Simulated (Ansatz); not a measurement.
**Zr: which structure wins at one pressure**

Which of hcp, diamond, omega, simple hexagonal has the lowest enthalpy for Zr at one common pressure? The runs shown use LAPW. Companion runs by PAW are cited.

Computed with Ansatz 0.2.0 (DFT, PBE, all-electron LAPW, scalar-relativistic, unless a step's input says otherwise).

### Step 1. The system as given

Symmetry: P6_3/mmc, No. 194, hexagonal system. Conventional cell: a = 3.210 Å, b = 3.210 Å, c = 5.146 Å, α = 90.00°, β = 90.00°, γ = 120.00°. Zr (site symmetry -6m2) is surrounded by 12 Zr at 3.17 to 3.21 Å.

As a file:

```cif
data_structure
_symmetry_space_group_name_H-M 'P 1'
_symmetry_Int_Tables_number 1
_cell_length_a 3.2097
_cell_length_b 3.2097
_cell_length_c 5.1463
_cell_angle_alpha 90.000
_cell_angle_beta 90.000
_cell_angle_gamma 120.000
_cell_volume 45.92
loop_
_atom_site_label
_atom_site_type_symbol
_atom_site_fract_x
_atom_site_fract_y
_atom_site_fract_z
_atom_site_occupancy
Zr1 Zr 0.33333 0.66667 0.25000 1
Zr2 Zr 0.66667 0.33333 0.75000 1
```

Atoms are numbered in the order of the input: Zr1, Zr2.

### Step 2. Hcp relaxed under pressure, LAPW

File input.yaml:

```yaml
crystal:
  lattice:
    - [3.2097443663, 0.0, 0.0]
    - [-1.6048721832, 2.7797201609, 0.0]
    - [0.0, 0.0, 5.1462781301]
  atoms:
    - { symbol: Zr, position: [0.3333333333, 0.6666666667, 0.25] }
    - { symbol: Zr, position: [0.6666666667, 0.3333333333, 0.75] }
kpoints:
  mp_grid: { grid: [14, 14, 8] }
scf:
  occupations: { method: fermi_dirac, width: 0.05 }
hamiltonian:
  xc: pbe
  pseudopotentials: { kind: all_electron, lapw: { basis_error: 0.0005 } }
output:
  forces: true
  stress: true
  eigenvalues: true
relax:
  f_tol: 0.005
  max_steps: 12
  cell: { p_target: 1.8, stress_tol: 0.03 }
```

Launch:

```sh
$ ansatz run input.yaml --threads 1 --pin off --max-ram 3584MiB --backend cpu --events-out ev --progress --plain --runs-dir out
```

After this run come: Diamond relaxed under pressure, LAPW; Omega relaxed under pressure, LAPW; Simple hexagonal relaxed under pressure, LAPW.

What does the calculation give? Wanted: pressure; lowest (for each run or level that gives them).

The runs gave:

| quantity | value |
| --- | --- |
| pressure | 1.8 GPa |
| lowest (LAPW) | omega, 5.0 meV/atom under hcp |
| lowest (PAW) | omega, 5.2 meV/atom under hcp |

What this shows: By LAPW the order is omega < hcp < simple hexagonal < diamond. By PAW the order is omega < hcp < simple hexagonal < diamond. The methods agree on the lowest phase. Only these structures were tried, with electrons smeared by 0.05 eV and without vibrations, so the true ground state may be another. The k meshes differ between phases and weren't tested, which can move differences by some meV.
